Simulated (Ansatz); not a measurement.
# N: reading a single point

```xyz
8
Lattice="5.6894 0.0610 -0.0578 0.0610 5.5278 0.1440 -0.0578 0.1440 5.6900" Properties=species:S:1:pos:R:3 pbc="T T T"
N     0.2788    0.3802    0.3792
N     2.4995    5.3673    3.3184
N     3.1661    2.6149    5.3902
N     5.3606    3.2369    2.4997
N     5.3363    5.4699    5.4157
N     3.2036    0.3466    2.6412
N     2.5118    2.9514    0.3647
N     0.2088    2.4426    3.3803
```

Single point in Ansatz 0.2.0 with r2SCAN, no spin polarisation. Cutoff 500 eV, PAW datasets, 3×3×3 (shifted by 0.5, 0, 0 steps) k mesh, fermi-dirac filling (width 0.1 eV).

Question: What does the stress say?

Answer: The pressure is -5.4 GPa (compression positive), so with the atoms held at these fractions the cell would first shrink; the forces are large, so a full relaxation may end otherwise. The principal stresses -15.7, -5.6, 5.0 GPa differ, so its shape would change too.

Question: What is the character of the valence top and the conduction bottom?

Answer: Within 0.7 eV of the edges, the states project mainly on N p (78 %) and N s (19 %) below the gap and on N p (98 %) above it.

Question: Metal or insulator? Give the gap.

Answer: The gap on the k mesh is 6.95 eV; the mesh may miss the band edges, so the true gap of this level can be smaller.

Question: Which atom feels the largest force, and which way?

Answer: The largest is on N8: 12.71 eV/Å, components (-5.53, 7.62, -8.54). It makes 0° with the line to a nearest neighbour, N4 at 1.23 Å, pointing towards it.

Origin: a strained cell with displaced atoms, so it need not be a known compound. Caveats: an odd or shifted mesh can miss the band edges, so this level's true gap may be smaller; atoms or cell far from equilibrium.
